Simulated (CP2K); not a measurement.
Input of a CP2K 2026.2 run:

gaas_bands.inp

```
&GLOBAL
  PROJECT gaas_bands
  RUN_TYPE ENERGY_FORCE
  PRINT_LEVEL LOW
&END GLOBAL
&FORCE_EVAL
  METHOD QS
  STRESS_TENSOR ANALYTICAL
  &DFT
    BASIS_SET_FILE_NAME BASIS_MOLOPT_UZH
    POTENTIAL_FILE_NAME POTENTIAL_UZH
    &MGRID
      CUTOFF 675
      REL_CUTOFF 60
      NGRIDS 5
    &END MGRID
    &QS
      METHOD GPW
      EPS_DEFAULT 1.0E-10
    &END QS
    &KPOINTS
      SCHEME MONKHORST-PACK 8 8 8
      GAMMA_CENTERED T
      SYMMETRY T
      SYMMETRY_BACKEND SPGLIB
    &END KPOINTS
    &SCF
      SCF_GUESS ATOMIC
      EPS_SCF 1.0E-6
      MAX_SCF 100
      ADDED_MOS 10
      CHOLESKY OFF
      EPS_EIGVAL 1.0E-7
      &DIAGONALIZATION ON
        ALGORITHM STANDARD
      &END DIAGONALIZATION
      &MIXING ON
        METHOD BROYDEN_MIXING
        ALPHA 0.4
        BETA 1.5
        NBUFFER 8
      &END MIXING
      &SMEAR ON
        METHOD FERMI_DIRAC
        ELECTRONIC_TEMPERATURE [K] 116.045
      &END SMEAR
    &END SCF
    &XC
      &XC_FUNCTIONAL
        &MGGA_X_R2SCAN
        &END MGGA_X_R2SCAN
        &MGGA_C_R2SCAN
        &END MGGA_C_R2SCAN
      &END XC_FUNCTIONAL
    &END XC
    &PRINT
      &KPOINTS ON
      &END KPOINTS
      &MULLIKEN ON
      &END MULLIKEN
      &MO ON
        ENERGIES T
        OCCUPATION_NUMBERS T
        &EACH
          QS_SCF 0
        &END EACH
        ADD_LAST NUMERIC
      &END MO
      &LOWDIN ON
      &END LOWDIN
      &HIRSHFELD ON
        SHAPE_FUNCTION DENSITY
      &END HIRSHFELD
      &BAND_STRUCTURE
        FILE_NAME bands.bs
        ADDED_MOS 2
        &KPOINT_SET
          UNITS B_VECTOR
          NPOINTS 10
          SPECIAL_POINT GAMMA 0.00000000 0.00000000 0.00000000
          SPECIAL_POINT X 0.50000000 0.00000000 0.50000000
          SPECIAL_POINT W 0.50000000 0.25000000 0.75000000
          SPECIAL_POINT K 0.37500000 0.37500000 0.75000000
          SPECIAL_POINT GAMMA 0.00000000 0.00000000 0.00000000
          SPECIAL_POINT L 0.50000000 0.50000000 0.50000000
          SPECIAL_POINT U 0.62500000 0.25000000 0.62500000
          SPECIAL_POINT W 0.50000000 0.25000000 0.75000000
          SPECIAL_POINT L 0.50000000 0.50000000 0.50000000
          SPECIAL_POINT K 0.37500000 0.37500000 0.75000000
        &END KPOINT_SET
        &KPOINT_SET
          UNITS B_VECTOR
          NPOINTS 10
          SPECIAL_POINT U 0.62500000 0.25000000 0.62500000
          SPECIAL_POINT X 0.50000000 0.00000000 0.50000000
        &END KPOINT_SET
      &END BAND_STRUCTURE
    &END PRINT
  &END DFT
  &SUBSYS
    &CELL
      ABC 3.9977696088 3.9977696088 3.9977696088
      ALPHA_BETA_GAMMA 59.9999999998 59.9999999999 60.0000000000
      PERIODIC XYZ
    &END CELL
    &COORD
      SCALED
      As  0.7500000000 0.7500000000 0.7500000000
      Ga  0.0000000000 0.0000000000 0.0000000000
    &END COORD
    &KIND As
      BASIS_SET TZVP-MOLOPT-SCAN-GTH-q5
      POTENTIAL GTH-SCAN-q5
    &END KIND
    &KIND Ga
      BASIS_SET TZVP-MOLOPT-SCAN-GTH-q13
      POTENTIAL GTH-SCAN-q13
    &END KIND
    &PRINT
      &ATOMIC_COORDINATES ON
      &END ATOMIC_COORDINATES
      &CELL ON
      &END CELL
    &END PRINT
  &END SUBSYS
  &PRINT
    &FORCES ON
    &END FORCES
    &STRESS_TENSOR ON
    &END STRESS_TENSOR
  &END PRINT
&END FORCE_EVAL
```

Potentials or basis: POTENTIAL_UZH As GTH-SCAN-q5, Ga GTH-SCAN-q13; TZVP-MOLOPT-SCAN-GTH basis.

Command:

```sh
$ OMP_NUM_THREADS=1 cp2k.psmp -i gaas_bands.inp -o gaas_bands.out
```

(1) Estimate the band gap along the path.

(2) Predict the Hirshfeld charges.

Results:

(1) 0.83 eV, direct.

(2) As -0.14; Ga +0.14 e.

Caveat: the basis of atomic orbitals isn't converged, which shifts pressures, moduli and gaps.

**The experiment to reproduce.**

From “Evidence of valence band perturbations in GaAsN/GaAs(001): A combined variable-angle spectroscopic ellipsometry and modulated photoreflectance investigation”, 2008, arxiv:0805.2212, for a bulk crystal of GaAs at 300 K: band gap 1.412 ± 0.01 eV (direct).

Against the measured gap of GaAs, 1.412 eV (direct; 300 K; “Evidence of valence band perturbations in GaAsN/GaAs(001): A combined variable-angle spectroscopic ellipsometry and modulated photoreflectance investigation”, 2008, arxiv:0805.2212), the calculated 0.83 eV is off by -0.58 eV. 3 values of this kind are on record (1.412 to 1.51 eV); this one was drawn at random among those near their median, those with a stated uncertainty first. Spin-orbit coupling on As, Ga is left out. The value is that of r2SCAN in an atomic basis (POTENTIAL_UZH As GTH-SCAN-q5, Ga GTH-SCAN-q13; TZVP-MOLOPT-SCAN-GTH basis), whose error adds to the functional's,, without temperature or zero-point motion.
